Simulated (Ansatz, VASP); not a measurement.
## Two plane-wave programs on GaN

The input INCAR:

```
SYSTEM = GaN
PREC     = Accurate       ! precision mode
ENCUT    = 520            ! plane-wave cutoff, eV
EDIFF    = 1E-6           ! SCF threshold, eV
ISMEAR   = 0              ! smearing method
SIGMA    = 0.05           ! smearing width, eV
LREAL    = .FALSE.        ! projectors in reciprocal space
LASPH    = .TRUE.         ! aspherical terms in the spheres
NELM     = 100            ! most SCF steps
ALGO     = Fast           ! electronic algorithm
ISIF     = 2              ! what is computed and relaxed
LWAVE    = .FALSE.        ! write WAVECAR
LCHARG   = .TRUE.         ! write CHGCAR
GGA      = PE             ! functional
LELF     = .TRUE.         ! ELF
LVHAR    = .TRUE.       
NBANDS   = 16             ! bands
```

File KPOINTS:

```
regular mesh
0
G
  12 12 12
  0 0 0
```

POSCAR

```
GaN
1.0
    0.0000000000      1.9686141080      2.9529211620
    1.9686141080      0.0000000000      2.9529211620
    1.9686141080      1.9686141080      0.0000000000
Ga N
1 1
Direct
    0.0000000000      0.0000000000      0.0000000000
    0.7500000000      0.7500000000      0.7500000000
```

Input for Ansatz:

```yaml
crystal:
  lattice:
    - [0.0, 1.968614108, 2.952921162]
    - [1.968614108, 0.0, 2.952921162]
    - [1.968614108, 1.968614108, 0.0]
  atoms:
    - { symbol: Ga, position: [0.0, 0.0, 0.0] }
    - { symbol: "N", position: [0.75, 0.75, 0.75] }
basis:
  ecutwfc: 420
kpoints:
  mp_grid: { grid: [12, 12, 12] }
hamiltonian:
  xc: pbe
scf:
  occupations: { method: gaussian, width: 0.05 }
output:
  forces: true
  stress: true
  eigenvalues: true
```

Alike in both runs: task single point; functional PBE; k mesh 12 × 12 × 12; occupations gaussian, width 0.05 eV; no spin polarisation.

|  | VASP | Ansatz |
| --- | --- | --- |
| version | VASP 6.6.1 | Ansatz 0.2.0 |
| potentials or method | VASP PAW PBE potentials, release 64 (Ga_d, N) | scalar-relativistic, plane waves, PAW |
| plane-wave cutoff (eV) | 520 | 420 |
| valence electrons in the cell | 18 | 18 |

Ansatz gave:

- gap on the k mesh at the Fermi level (eV): none
- pressure (GPa): 1.0
- largest component of the traceless stress (GPa): 65.24

Question: Estimate VASP's values.

Answer: gap on the k mesh at the Fermi level (eV): none; pressure (GPa): 1.3; largest component of the traceless stress (GPa): 65.03.

A gap of «none» marks a metal or a gap that the smearing closes.
